Q: I need a band gap for cubic silicon carbide that I can defend in a process review. The table offers me eight.

Kohn-Sham DFT band gaps of cubic SiC (F-43m, 2 atoms, cell edges 3.082 Å) from ABINIT 10.8.3, exciting sodium and GPAW 26.7.0, without spin polarization. Each gap is the lowest empty level less the highest filled level on the k-mesh. The measured gap is 2.39 eV (bulk crystal at cryogenic temperature, method not stated; arXiv:2009.14696).

```
          program  functional    how the value is got                          potentials or basis  wave cutoff (eV)    k-mesh  computed band gap (eV)  computed less measured (eV)
ABINIT 10.8.3 (1)       SOGGA  Kohn-Sham, on the mesh                             JTH PAW PBE v2.0               544  10x10x10                   1.140                        -1.25
ABINIT 10.8.3 (2)      LDA-PZ  Kohn-Sham, on the mesh                             JTH PAW LDA v2.0               544  10x10x10                   1.308                        -1.08
ABINIT 10.8.3 (3)      PBEsol  Kohn-Sham, on the mesh                             JTH PAW PBE v2.0               544  13x13x13                   1.311                        -1.08
ABINIT 10.8.3 (4)         LDA  Kohn-Sham, on the mesh         PseudoDojo NC SR LDA v0.4.1 standard              1007     8x8x8                   1.327                        -1.06
ABINIT 10.8.3 (5)      revPBE  Kohn-Sham, on the mesh                             JTH PAW PBE v2.0               544  10x10x10                   1.369                        -1.02
ABINIT 10.8.3 (6)         PBE  Kohn-Sham, on the mesh                             JTH PAW PBE v2.0               544  13x13x13                   1.432                        -0.96
  exciting sodium      PBEsol  Kohn-Sham, on the mesh  all electron LAPW+lo, shipped species files               n/a     7x7x7                   1.482                        -0.91
      GPAW 26.7.0      r2SCAN  Kohn-Sham, on the mesh         GPAW PAW data sets (gpaw data 1.2.1)               600     8x8x8                   1.744                        -0.65
```

Two rows worry me more than the others. ABINIT and exciting both use PBEsol on the same cell, yet their gaps differ by 0.17 eV. The exciting run treats all electrons, and it comes closer to the measured gap than any other LDA or GGA row. Isn't the simplest reading that the PAW data in ABINIT lose some of the gap?

A: It is a tempting reading, and it deserves a test. PAW data take the inner electrons over from the free atom, and a poor set can shift the bands. The set used here was also made for PBE, not for PBEsol. But the mesh of wave vectors differs between these rows too. It is coarser in exciting, 7x7x7 against 13x13x13, and a coarse mesh can do harm in two ways. It can give a poor electron density, which then shifts the levels. Or the density can be good and the mesh simply has no point where the gap is smallest.

Q: So there are three suspects: the treatment of the atoms, a poor density, and a badly placed mesh point. How do I separate them when they all act on the same number?

A: Look at a place in the band structure where only two of them can act. The point Γ, where the electron wave repeats unchanged from cell to cell, belongs to both meshes. Poor atomic data or a poor density should normally shift the levels there too. A badly placed mesh point leaves them alone, because Γ is hit exactly in both runs.

Q: And what do the two runs give at Γ?

A: Measured from the top of the valence band, the first empty level at Γ differs by 0.03 eV between the programs, and the second by 0.02 eV. That is a small part of the 0.17 eV we have to explain. So the two calculations describe nearly the same crystal. An error of the atomic data that acts on the band edge alone would escape this test, so we still have to see whether the third suspect can account for the full amount.

Q: Then where is the smallest gap, if not at Γ?

A: The valence band has its top at Γ, but the conduction band of this crystal has its minimum at X, which is well established. At X the electron wave changes sign from one silicon layer to the next along a cube axis. The exciting levels agree with this: the lowest empty level keeps falling along the line from Γ towards X, down to the last mesh point. That last point is still one seventh of the line short of X.

Q: Why would a mesh stop short of such an important point? I thought a finer mesh was always the better one.

A: Fineness is only half of the matter; the other half is whether the number is even or odd. Take a simpler system, a ring of $n$ identical atoms with one orbital each, coupled so that the lowest state changes sign at every step. On an even ring this works out: plus, minus, plus, minus, and the ring closes. On an odd ring two neighbours must end up with the same sign, so the perfect alternation is forbidden and the lowest level lies higher.

A mesh with $n$ points along each edge allows just the waves that close on themselves after $n$ cells, so it behaves like the ring. An even mesh that starts at Γ contains X. An odd one comes no closer than $1/n$ of the line from Γ to X. The ring teaches us this rule and how the error shrinks with $n$, but it has one orbital and one dimension, so the size of the error must come from the real band of SiC.

Q: How does the error shrink?

A: Let $u$ be the distance from X as a fraction of the line from Γ to X. The band has the same energy at equal distances on either side of X, so a term linear in $u$ drops out. Close to X what remains is

$$E(u) \approx E_X + C\,u^2 ,$$

where $E_X$ is the level at X and $C$ measures how steeply the band curves. An even mesh has $u=0$ and no error of this kind. An odd mesh has $u=1/n$, so its gap is too large by $C/n^2$, which vanishes when $n$ grows without bound.

Q: We need $C$, then. If you choose it so that the two programs agree, you have assumed the answer.

A: That would be circular, so we take it from the exciting run alone. Its lowest empty level is 9.652 eV at one seventh of the line from X, and 11.476 eV at three sevenths, both on that program's own energy scale. Two points fix the parabola:

$$C=\frac{11.476-9.652}{(3/7)^2-(1/7)^2}\ \text{eV}\approx 11.2\ \text{eV}.$$

The ABINIT gap has not entered. In more familiar terms, this curvature corresponds to an electron mass of about 0.7 free-electron masses along the line.

Q: Let me finish it. For exciting the excess is $11.2/49$, about 0.23 eV. For ABINIT it is $11.2/169$, about 0.07 eV. The difference is 0.16 eV, and the programs differ by 0.17 eV!

A: So the misplaced mesh point accounts for nearly the whole disagreement. With the excess removed, both programs put the PBEsol gap close to 1.25 eV. The individual correction of the exciting row rests on that row's own levels and is no test by itself. The test is that the same curve also brings the ABINIT gap into line.

Q: How far do you trust a parabola drawn through two points?

A: Near X, to a few hundredths of an electronvolt. A more flexible curve through three exciting levels, still symmetric about X, lowers both corrected gaps slightly and reverses their order. The remaining 0.01 eV between the programs therefore has no meaning, and an all-electron effect of that size could still hide in it.

Far from X the parabola fails. Take the extreme case of a mesh with the single point Γ, so that $n=1$. The formula would make the gap too large by about 11 eV, while the real band rises by only about 5 eV between X and Γ. A band has a finite width and must bend over, which a parabola never does.

Q: Then let me try a mesh that isn't in the table. With PBEsol on 9x9x9 I would expect a gap that is too large by $11.2/81$, or about 0.14 eV. On 8x8x8 this error would be absent, although the mesh is coarser.

A: That is the right use of the rule. It concerns only the position of the band edge: a mesh must also be fine enough for the density, whether its number is even or odd. When you compare gaps from different programs, first ask whether each mesh contains the band edge. A band structure drawn along the line through X answers the question directly.

Q: Does the correction change the ranking of the functionals too?

A: It removes one apparent result. As printed, PBE gives a larger gap than revPBE by 0.06 eV. But the PBE run used an odd mesh and the revPBE run an even one. If the PBE band curves near X as the PBEsol band does, which is a reasonable assumption for two such similar functionals, the PBE gap drops to about 1.37 eV. The two are then level, and the printed order came from the mesh.

Q: I notice something unpleasant. The correction moves the gaps away from experiment.

A: It does, and this is the lesson for your review. The exciting row looked best among the LDA and GGA rows because a mesh error had covered part of the functional's error. Relative to the measured gap, its shortfall grows from 0.91 eV to about 1.14 eV. The two programs, in contrast, now agree to about 0.01 eV. For PBEsol, the choice between these programs matters far less than the functional.

Q: Why is the functional so far off? The crystal is simple, and the programs solve the same equations.

A: They solve them well, but the answer is not quite the quantity you measure. The gap of a crystal is the energy needed to remove an electron, less the energy gained when one is added elsewhere. A Kohn-Sham gap is the distance between two levels in one common potential. Theory shows that even the exact potential jumps by a constant when an electron is added, and this jump belongs to the true gap. The level differences of LDA and GGA leave it out, so a better mesh or better atomic data cannot supply it.

Q: The r2SCAN row does better, though. Is that another accident of the mesh?

A: No, its 8x8x8 mesh contains X. Its gap lies about 0.38 eV above the corrected PBE value, and this removes a little more than a third of the PBE error. The usual explanation is that r2SCAN also depends on the kinetic energy density of the orbitals. Its potential can then act differently on filled and empty states, and part of the jump enters the distance between the levels.

The table cannot test this explanation, because a larger gap does not show where the increase comes from. Nor does it isolate the functional: r2SCAN was run in GPAW alone, so functional and program change together. Still, the step is many times larger than the disagreement that was left between the two PBEsol runs.

Q: What would close the remaining 0.65 eV?

A: The established routes are hybrid functionals, which mix in exact exchange, and the $GW$ method, which computes the energies for adding and removing an electron. Neither is tested here. Before you compare such a result with experiment, remember that the atoms in the real crystal move even at the lowest temperature, and this motion lowers the measured gap. If the gap was measured with light, the attraction between the electron and the hole it leaves may lower it further. A calculation with fixed atoms should therefore land somewhat above 2.39 eV, and the electronic error of every row is larger than the printed difference.
